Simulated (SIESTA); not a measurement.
Runs of SIESTA 5.4.2 on BaTiO3. It takes space group P4mm (No. 99, tetragonal). The conventional cell has a = 4.000 Å, b = 4.000 Å, c = 4.018 Å, α = 90.00°, β = 90.00°, γ = 90.00°. Ba (site symmetry 4mm) has 12 O at 2.79 to 2.88 Å as nearest neighbours. Ti (site symmetry 4mm) has 6 O at 1.89 to 2.13 Å as nearest neighbours. O (site symmetry 2mm) has 2 Ti at 2.00 Å as nearest neighbours. Around O (site symmetry 4mm) lie 2 Ti at 1.89 to 2.13 Å. 

```csv
task,level,potentials or basis,cell,k mesh,wannier functions,bands left out below,wannier mesh,gap on the mesh (eV),pressure (GPa),largest force (eV/Å)
single point,PBE,"PseudoDojo 0.4 standard (PBE files), DZP (energy shift 0.003 Ry; two zetas on semicore shells; d shell added on Ba)",as given,7 × 7 × 7,-,-,-,1.81,4.6,(b)
band structure,PBEsol,"PseudoDojo 0.4 standard (PBEsol files), DZP (energy shift 0.003 Ry; two zetas on semicore shells; d shell added on Ba)",as given,7 × 7 × 7,-,-,-,1.77,-1.7,(a)
single point,PBE,"PseudoDojo 0.4 standard (PBE files), DZP (energy shift 0.003 Ry; two zetas on semicore shells; d shell added on Ba)","atoms moved at random, drawn with an rms of 0.05 Å",7 × 7 × 7,-,-,-,1.83,5.2,0.69
Wannier functions,PBE,"PseudoDojo 0.4 standard (PBE files), DZP (energy shift 0.003 Ry; two zetas on semicore shells; d shell added on Ba)",as given,5 × 5 × 5,20,0,4 × 4 × 4,1.87,4.6,0.22
```

Alike in all rows: no spin polarisation; smearing fermi-dirac 0.05 eV; grid cutoff 800 Ry; energy shift 0.003 Ry.

Task: Estimate the missing entries.

Result: (a) 0.26; (b) 0.21.

Caveats: this set's barium file shifts pressures by up to 1 GPa against other sets; spin-orbit coupling is left out, which moves the levels of the heavy elements; the basis of atomic orbitals isn't converged, which shifts pressures, moduli and gaps; an odd mesh through Γ misses points on the zone boundary, where band edges often lie (some runs); the mesh misses the band edges, which the band path finds closer together (some runs).

A k mesh can miss the band edges, and the runs leave out spin-orbit coupling on Ba.
